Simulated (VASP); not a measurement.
Input of a VASP 6.6.1 run:

The input INCAR:

```
PREC     = Accurate       # precision mode
ENCUT    = 520            # plane-wave cutoff, eV
EDIFF    = 1E-6           # SCF threshold, eV
ISMEAR   = 1              # smearing method
SIGMA    = 0.1            # smearing width, eV
LREAL    = False          # projectors in reciprocal space
LASPH    = True           # aspherical terms in the spheres
NELM     = 80             # most SCF steps
ALGO     = Normal         # electronic algorithm
ISIF     = 2              # what is computed and relaxed
LWAVE    = False          # write WAVECAR
LCHARG   = False          # write CHGCAR
ICORELEVEL= 1            
KPAR     = 4
```

File KPOINTS:

```
regular mesh
0
Gamma
  7 7 4
```

Contents of POSCAR:

```
C
1.0
    4.9345825230      0.0000000000      0.0000000000
   -2.4672912620      4.2734738220      0.0000000000
    0.0000000000      0.0000000000      7.8030730000
C
16
Direct
    0.0000000000      0.0000000000      0.2500000000
    0.0000000000      0.5000000000      0.2500000000
    0.5000000000      0.0000000000      0.2500000000
    0.5000000000      0.5000000000      0.2500000000
    0.0000000000      0.0000000000      0.7500000000
    0.0000000000      0.5000000000      0.7500000000
    0.5000000000      0.0000000000      0.7500000000
    0.5000000000      0.5000000000      0.7500000000
    0.1666666650      0.3333333350      0.2500000000
    0.1666666650      0.8333333350      0.2500000000
    0.6666666650      0.3333333350      0.2500000000
    0.6666666650      0.8333333350      0.2500000000
    0.3333333350      0.1666666650      0.7500000000
    0.3333333350      0.6666666650      0.7500000000
    0.8333333350      0.1666666650      0.7500000000
    0.8333333350      0.6666666650      0.7500000000
```

Potentials or basis: VASP PAW LDA potentials, release 64 (C).

Launch:

```bash
$ cat potpaw_LDA.64/C/POTCAR > POTCAR
$ mpirun -np 4 vasp_std > vasp.out
```

(1) Predict the band gap on the k mesh.

(2) What does it give for the pressure?

## Answers

(1) 1.05 eV.

(2) -6.2 GPa.

Caveat: an odd mesh through Γ misses points on the zone boundary, where band edges often lie.
